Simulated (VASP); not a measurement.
# PtSe2 (Sudovikovite) (P-3m1) in VASP: a series of runs, part 2 of 2

VASP 6.6.1. Earlier steps stand in the parts before.

## 4. Equation of state, LDA, 18.81 Å³/atom (a relaxed cell with its volume scaled by 0.98)

The input, INCAR:

```
SYSTEM = PtSe2
  PREC = Accurate
  ENCUT = 520
  EDIFF = 1E-6
  ISMEAR = -1
  SIGMA = 0.05
  LREAL = .False.
  LASPH = .True.
  NELM = 60
  ALGO = Fast
  ISIF = 2
  LWAVE = .False.
  LCHARG = .False.
```

The input, KPOINTS:

```
regular mesh
0
Gamma
  8 8 4
  0 0 0
```

The input, POSCAR:

```
PtSe2                                   
1.0
    3.7212228241     -0.0000000000      0.0000000000
   -1.8606114121      3.2226734988     -0.0000000000
   -0.0000000000     -0.0000000000      4.7060896205
  Pt              Se            
     1     2
Direct
     0.0000000000000000    1.0000000000000000    0.0000000000000000
     0.6666666667000030    0.3333333332999970    0.7335341729915210
     0.3333333332999970    0.6666666667000030    0.2664658270084790
```

Command:

```bash
$ cat potpaw_LDA.64/Pt/POTCAR potpaw_LDA.64/Se/POTCAR > POTCAR
$ mpirun -np 1 vasp_std > vasp.out
```

It took 24 s on 1 thread of Intel Xeon Platinum 8488C (Sapphire Rapids), shared host; peak memory 0.16 GiB.

Results (log left out):

| Item | Value |
| --- | --- |
| Free energy | -17.0833 eV |
| Pressure | 3.0 GPa |
| Largest force | 0.218 eV/Å |
| Band gap on the k mesh | none (metal or under the smearing width) |

## 5. Equation of state, LDA, 19.20 Å³/atom

INCAR is that of step 4.

KPOINTS is that of step 4.

The input, POSCAR:

```
PtSe2                                   
1.0
    3.7463669843     -0.0000000000      0.0000000000
   -1.8731834922      3.2444489803     -0.0000000000
   -0.0000000000     -0.0000000000      4.7378884879
  Pt              Se            
     1     2
Direct
     0.0000000000000000    1.0000000000000000    0.0000000000000000
     0.6666666667000030    0.3333333332999970    0.7335341729915210
     0.3333333332999970    0.6666666667000030    0.2664658270084790
```

Command:

```bash
$ cat potpaw_LDA.64/Pt/POTCAR potpaw_LDA.64/Se/POTCAR > POTCAR
$ mpirun -np 1 vasp_std > vasp.out
```

Wall time 25 s (1 thread of Intel Xeon Platinum 8488C (Sapphire Rapids), shared host); peak memory 0.16 GiB.

It converged, with:

| Item | Value |
| --- | --- |
| Free energy | -17.0941 eV |
| Pressure | 0.0 GPa |
| Band gap on the k mesh | none (metal or under the smearing width) |

## 6. Equation of state, LDA, 19.58 Å³/atom (a relaxed cell with its volume scaled by 1.02)

INCAR is that of step 5.

KPOINTS is that of step 5.

The input, POSCAR:

```
PtSe2                                   
1.0
    3.7711780847     -0.0000000000      0.0000000000
   -1.8855890424      3.2659360236     -0.0000000000
   -0.0000000000     -0.0000000000      4.7692661473
  Pt              Se            
     1     2
Direct
     0.0000000000000000    1.0000000000000000    0.0000000000000000
     0.6666666667000030    0.3333333332999970    0.7335341729915210
     0.3333333332999970    0.6666666667000030    0.2664658270084790
```

Potentials or basis: VASP PAW LDA potentials, release 64 (Pt, Se).

Command:

```bash
$ cat potpaw_LDA.64/Pt/POTCAR potpaw_LDA.64/Se/POTCAR > POTCAR
$ mpirun -np 1 vasp_std > vasp.out
```

Wall time 36 s (1 thread of Intel Xeon Platinum 8488C (Sapphire Rapids), shared host); peak memory 0.16 GiB.

The run converged. Its results:

| Property | Result |
| --- | --- |
| Free energy | -17.0844 eV |
| Pressure | -2.7 GPa |
| Largest force | 0.204 eV/Å |
| Band gap on the k mesh | none (metal or under the smearing width) |

## 7. Equation of state, LDA, 19.96 Å³/atom (a relaxed cell with its volume scaled by 1.04)

INCAR is that of step 6.

KPOINTS is that of step 6.

The input, POSCAR:

```
PtSe2                                   
1.0
    3.7956669403     -0.0000000000      0.0000000000
   -1.8978334702      3.2871439946     -0.0000000000
   -0.0000000000     -0.0000000000      4.8002362758
  Pt              Se            
     1     2
Direct
     0.0000000000000000    1.0000000000000000    0.0000000000000000
     0.6666666667000030    0.3333333332999970    0.7335341729915210
     0.3333333332999970    0.6666666667000030    0.2664658270084790
```

Command:

```bash
$ cat potpaw_LDA.64/Pt/POTCAR potpaw_LDA.64/Se/POTCAR > POTCAR
$ mpirun -np 1 vasp_std > vasp.out
```

It took 25 s on 1 thread of Intel Xeon Platinum 8488C (Sapphire Rapids), shared host; peak memory 0.16 GiB.

The run converged. Its results:

* Free energy: -17.0566 eV
* Pressure: -5.1 GPa
* Largest force: 0.389 eV/Å
* Band gap on the k mesh: none (metal or under the smearing width)

## 8. Equation of state, LDA

This run uses another cell than the first one, of 19.20 Å³/atom, 0.947 times its volume.

No new run: the results of the series are fitted here.

Results:

```
Equilibrium volume                        : 19.20 Å³/atom
Bulk modulus at fixed shape and positions : 142 GPa
Pressure derivative of the bulk modulus   : 4.9 (rough: it moves with the points fitted)
```

Energy against volume, from the lowest point:
```tsv
volume (Å³/atom)	energy (meV/atom)
18.428	14.88
18.812	3.60
19.196	0.00
19.580	3.21
19.964	12.49
```

Caveat: the cell was scaled at fixed shape and fractional positions, which overstates the stiffness of a crystal with free parameters, most of all of layers and chains.

## 9. For comparison

An earlier run on the cell as given: functional PBE; potentials or basis VASP PAW PBE potentials, release 64 (Pt, Se); cutoff 520 eV; k mesh 8 × 8 × 5; occupations fermi-dirac, width 0.05 eV; no spin polarisation.

- Pressure: 7.3 GPa
- Largest force: 0.599 eV/Å
- Band gap on the k mesh: none (metal or under the smearing width)

## 10. Summary

| task | level | potentials or basis | cell | k mesh | grid for exact exchange (PRECFOCK) | exchange at q = 0 | ladder | mesh quality | pressure (GPa) | largest force (eV/Å) |
| --- | --- | --- | --- | --- | --- | --- | --- | --- | --- | --- |
| band structure | TPSSh | VASP PAW PBE potentials, release 64 (Pt, Se) | P-3m1, 20.27 Å³/atom | 4 × 4 × 3 | Fast | default | - | coarse | 4.1 | 0.35 |
| equation of state | LDA | VASP PAW LDA potentials, release 64 (Pt, Se) | P-3m1, 19.2 Å³/atom | 8 × 8 × 4 | - | - | gaps | not flagged | - | - |
| single point | PBE | VASP PAW PBE potentials, release 64 (Pt, Se) | P-3m1, 20.27 Å³/atom | 8 × 8 × 5 | - | - | - | not flagged | 7.3 | 0.60 |

Alike in all rows: no spin polarisation; cutoff (eV) 520; smearing fermi-dirac 0.05 eV.

Caveats: some runs use coarse meshes; an unscreened hybrid on a path of extra k points without a Coulomb cutoff has errors near the mesh points, so the bands along the path aren't reliable (some runs); the PAW data sets were made with another functional, which shifts forces and pressure a little (some runs); spin-orbit coupling is left out, which moves the levels of the heavy elements (some runs); the cell was scaled at fixed shape and fractional positions, which overstates the stiffness of a crystal with free parameters, most of all of layers and chains (some runs).

Total energies depend on the potentials used, so only differences within one code and one set of settings carry meaning.
